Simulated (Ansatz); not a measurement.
# Li7Br8: the cost of one run

Method: DFT PBEsol, scalar-relativistic, plane waves, PAW, in Ansatz 0.2.0.

2 further runs of the same task are left out: 2 set aside as unsound or not needed.

### 1 The starting structure

The structure is monoclinic, space group Cm (No. 8). The conventional cell has a = 13.243 Å, b = 8.266 Å, c = 9.751 Å, α = 90.00°, β = 132.77°, γ = 90.00°. Li (site symmetry m) has 4 Br at 2.51 to 2.52 Å as nearest neighbours. Li (site symmetry 1) has 4 Br at 2.51 to 2.52 Å as nearest neighbours. Around Br (site symmetry m) lie 3 Li at 2.51 Å. Br (site symmetry m) is surrounded by 4 Li at 2.51 to 2.52 Å. Br (site symmetry 1) is surrounded by 4 Li at 2.51 to 2.52 Å. Only part of the 11 independent sites is listed.

The input asks for a charge of -1 e on the cell.

Coordinates:

```xyz
15
Lattice="-2.0664 3.5791 -6.6216 -2.0664 3.5791 6.6216 8.2656 0.0000 0.0000" Properties=species:S:1:pos:R:3 pbc="T T T"
Li    2.0664    1.1930   -0.8091
Li    4.1328    4.7722   -0.8091
Li    6.1992    1.1930   -0.8091
Li    0.0000    2.3861    2.5017
Li    0.0000    2.3861   -4.1198
Li    4.1328    2.3861    2.5017
Li    4.1328    2.3861   -4.1198
Br    0.0000    4.7722   -3.3295
Br    0.0000    4.7722    3.2921
Br    4.1328    4.7722   -3.3295
Br    4.1328    4.7722    3.2921
Br   -2.0664    5.9652   -0.0187
Br    0.0000    2.3861   -0.0187
Br    2.0664    5.9652   -0.0187
Br    4.1328    2.3861   -0.0187
```

It goes back to an entry of the Materials Project, which need not be the stable form.

It is built from the cell relaxed beforehand with the same method (24.49 Å³/atom).

### 2 Setting up the jump

The supercell lacks one Li atom, at fractional position (0.728, 0.606, 0.333), and holds 15 atoms and a charge of -1 e on a uniform background. Atom 4 (Li), 4.08 Å away, is to jump into the empty site. The cell is fixed.

### 3 Relaxing around the vacancy

Contents of input.yaml:

```yaml
crystal:
  lattice:
    - [-2.0664122741, 3.5791310481, -6.6215844801]
    - [-2.0664122741, 3.5791310481, 6.6215844801]
    - [8.2656490963, 0.0, 0.0]
  atoms:
    - { symbol: Li, position: [0.2277588073, 0.105574526, 0.3333333333] }
    - { symbol: Li, position: [0.7277588073, 0.605574526, 0.8333333333] }
    - { symbol: Li, position: [0.2277588073, 0.105574526, 0.8333333333] }
    - { symbol: Li, position: [0.144425474, 0.5222411927, 0.1666666667] }
    - { symbol: Li, position: [0.644425474, 0.0222411927, 0.1666666667] }
    - { symbol: Li, position: [0.144425474, 0.5222411927, 0.6666666667] }
    - { symbol: Li, position: [0.644425474, 0.0222411927, 0.6666666667] }
    - { symbol: Br, position: [0.918075526, 0.4152578073, 0.3333333333] }
    - { symbol: Br, position: [0.418075526, 0.9152578073, 0.3333333333] }
    - { symbol: Br, position: [0.918075526, 0.4152578073, 0.8333333333] }
    - { symbol: Br, position: [0.418075526, 0.9152578073, 0.8333333333] }
    - { symbol: Br, position: [0.8347421927, 0.831924474, 0.1666666667] }
    - { symbol: Br, position: [0.3347421927, 0.331924474, 0.1666666667] }
    - { symbol: Br, position: [0.8347421927, 0.831924474, 0.6666666667] }
    - { symbol: Br, position: [0.3347421927, 0.331924474, 0.6666666667] }
total_charge: -1
basis:
  ecutwfc: 420
kpoints:
  mp_grid: { grid: [4, 4, 4] }
hamiltonian:
  xc: pbesol
scf:
  occupations: { method: gaussian, width: 0.05 }
output:
  forces: true
  stress: true
  eigenvalues: true
  write_density: true
  write_potential: true
  elf: true
  volumetric_format: npy
relax:
  adjacent_minimum: "off"
  f_tol: 0.02
  max_steps: 50
```

The run is started by

```bash
$ ansatz run input.yaml --threads 4 --pin off --max-ram 9216MiB --backend cpu --events-out ev --progress --plain --runs-dir out
```

**Question.** How long does this run take on 4 threads of Arm Neoverse V2, shared host, and how much memory does it need?

About 35 s, with a peak of 1 GiB.
